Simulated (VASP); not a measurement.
# Si: molecular dynamics with a thermostat

Si, I4/mmm (no. 139), 16 atoms in the cell. PBE, molecular dynamics; PAW potentials Si (PBE set).

Ensemble: Nose-Hoover chain; Target temperature (K): 1000.

## Input

INCAR:
```
SYSTEM = Si
  GGA = PE
  PREC = Normal
  ENCUT = 250
  EDIFF = 1E-6
  NELMIN = 4
  NELM = 60
  ALGO = Fast
  LREAL = Auto
  LASPH = .True.
  ISMEAR = -1
  SIGMA = 0.05
  ISYM = 0
  LWAVE = .False.
  LCHARG = .False.
  IBRION = 0
  NSW = 60
  POTIM = 2.0
  TEBEG = 1000
  ISIF = 2
  RANDOM_SEED = 771454 0 0
  MDALGO = 4
  NHC_NCHAINS = 3
  NHC_PERIOD = 30
  KPAR = 2
```

KPOINTS:
```
k-points
0
Monkhorst-Pack
  2 2 2
```

POSCAR:
```
Si
1.0
    6.5076597200      0.0000000000      0.0000000000
    0.0000000000      6.5076597200      0.0000000000
    0.0000000000      0.0000000000      5.2813194000
Si
16
Direct
    0.0000000000      0.0000000000      0.0000000000
    0.0000000000      0.0000000000      0.5000000000
    0.0000000000      0.5000000000      0.0000000000
    0.0000000000      0.5000000000      0.5000000000
    0.5000000000      0.0000000000      0.0000000000
    0.5000000000      0.0000000000      0.5000000000
    0.5000000000      0.5000000000      0.0000000000
    0.5000000000      0.5000000000      0.5000000000
    0.2500000000      0.2500000000      0.2500000000
    0.2500000000      0.2500000000      0.7500000000
    0.2500000000      0.7500000000      0.2500000000
    0.2500000000      0.7500000000      0.7500000000
    0.7500000000      0.2500000000      0.2500000000
    0.7500000000      0.2500000000      0.7500000000
    0.7500000000      0.7500000000      0.2500000000
    0.7500000000      0.7500000000      0.7500000000
```

Commands:
```
cat potpaw_PBE.64/Si/POTCAR > POTCAR
mpirun -np 2 vasp_std > vasp.out
```

## Result

- Mean temperature (K): 968
- Rise of the mean potential energy above the start (meV/atom): 32.3
- Electronic steps per ionic step after the first: 4.9

Course of the run:

| Time (fs) | Temperature (K) | Potential energy less the first (meV/atom) |
|---|---|---|
| 2 | 1000 | 0.0 |
| 12 | 868 | 16.1 |
| 20 | 628 | 45.7 |
| 30 | 465 | 67.3 |
| 38 | 619 | 51.4 |
| 48 | 891 | 25.5 |
| 56 | 930 | 28.7 |
| 66 | 879 | 44.8 |
| 74 | 988 | 39.7 |
| 84 | 1235 | 20.2 |
| 92 | 1286 | 21.1 |
| 102 | 1263 | 28.9 |
| 110 | 1315 | 24.2 |
| 120 | 1266 | 29.6 |

REPORT:
```
MDALGO =   4
           NHC_NCHAINS =   3
            NHC_PERIOD =    30
            NHC_NRESPA =    1
                NHC_NS =  1
               SCALING =       0
                 CNEXP =     9.000   14.000
           RANDOM_SEED =            771454                0                0

   original number of atomic DOF:         45
   number of independent constraints:      0
   number of active DOF:                  45

========================================
         MD step No.       1
========================================

  Atomic velocities initialized by STEP_tb

  >Nose-Hoover_chains
                       xs       vs(fs^-1)
   nhc_s>   0.18631658E-10   0.37259435E-10
   nhc_s>  -0.13889371E-03  -0.27779707E-03
   nhc_s>  -0.13888889E-03  -0.27773919E-03

  >Energies
                    E_tot             E_pot             E_kin               EPS                ES
   e_b>   -0.77453807E+02   -0.79392719E+02    0.19389120E+01    0.23935520E-04   -0.23937526E-04

  >Temperature
               T_sim     T_inst
   tmprt>   1000.000   1000.000

           RANDOM_SEED =            771454               96                0

[... steps left out ...]

========================================
         MD step No.      60
========================================

  >Nose-Hoover_chains
                       xs       vs(fs^-1)
   nhc_s>  -0.27639032E+00   0.54850945E-03
   nhc_s>   0.96759486E+00   0.25450275E-01
   nhc_s>  -0.12286992E+01  -0.31762328E-02

  >Energies
                    E_tot             E_pot             E_kin               EPS                ES
   e_b>   -0.77455837E+02   -0.78919395E+02    0.24537168E+01    0.10413410E+00   -0.10942932E+01

  >Temperature
               T_sim     T_inst
   tmprt>   1000.000   1265.512

           RANDOM_SEED =            771454               96                0
```

OSZICAR:
```
N       E                     dE             d eps       ncg     rms          rms(c)
DAV:   1     0.785383217381E+02    0.78538E+02   -0.16188E+04   328   0.737E+02
DAV:   2    -0.721089804163E+02   -0.15065E+03   -0.14411E+03   397   0.137E+02
DAV:   3    -0.795516396613E+02   -0.74427E+01   -0.70040E+01   416   0.279E+01
DAV:   4    -0.796641589919E+02   -0.11252E+00   -0.11132E+00   416   0.352E+00
DAV:   5    -0.796655097627E+02   -0.13508E-02   -0.13490E-02   408   0.317E-01    0.129E+01
RMM:   6    -0.794938248073E+02    0.17168E+00   -0.42613E-02   328   0.757E-01    0.739E+00
RMM:   7    -0.793922736058E+02    0.10155E+00   -0.10175E-01   328   0.118E+00    0.405E-01
RMM:   8    -0.793926205447E+02   -0.34694E-03   -0.70584E-03   328   0.399E-01    0.107E-01
RMM:   9    -0.793927265517E+02   -0.10601E-03   -0.13255E-03   337   0.119E-01    0.438E-02
RMM:  10    -0.793927271611E+02   -0.60946E-06   -0.15839E-04   333   0.453E-02    0.505E-02
RMM:  11    -0.793927124965E+02    0.14665E-04   -0.26917E-05   334   0.174E-02    0.101E-01
RMM:  12    -0.793927192788E+02   -0.67823E-05   -0.72934E-06   307   0.945E-03    0.186E-02
[... left out ...]
     59 T=  1302. E= -.77458452E+02 F= -.78985385E+02 E0= -.78950031E+02  EK= 0.25219E+01 SP= -.11E+01 SK= 0.11E+00
[... last step whole ...]
       N       E                     dE             d eps       ncg     rms          rms(c)
DAV:   1    -0.789191792062E+02    0.66206E-01   -0.11404E-02   631   0.162E+00    0.595E-02
RMM:   2    -0.789193830591E+02   -0.20385E-03   -0.20951E-03   328   0.192E-01    0.217E-02
RMM:   3    -0.789193941013E+02   -0.11042E-04   -0.16468E-04   336   0.549E-02    0.228E-02
RMM:   4    -0.789193954095E+02   -0.13082E-05   -0.27028E-05   345   0.186E-02    0.171E-02
RMM:   5    -0.789193949052E+02    0.50438E-06   -0.61303E-06   287   0.831E-03
     60 T=  1266. E= -.77458673E+02 F= -.78919395E+02 E0= -.78884775E+02  EK= 0.24509E+01 SP= -.11E+01 SK= 0.10E+00
```

Limits: 120 fs of 16 atoms are too short for converged averages; the cell is only 5.3 Å across, so each atom moves in step with near copies of itself.

VASP 6.6.1 took 186 s on 2 cores (Intel Xeon Platinum 8375C @ 2.90GHz (Ice Lake)), a shared host.
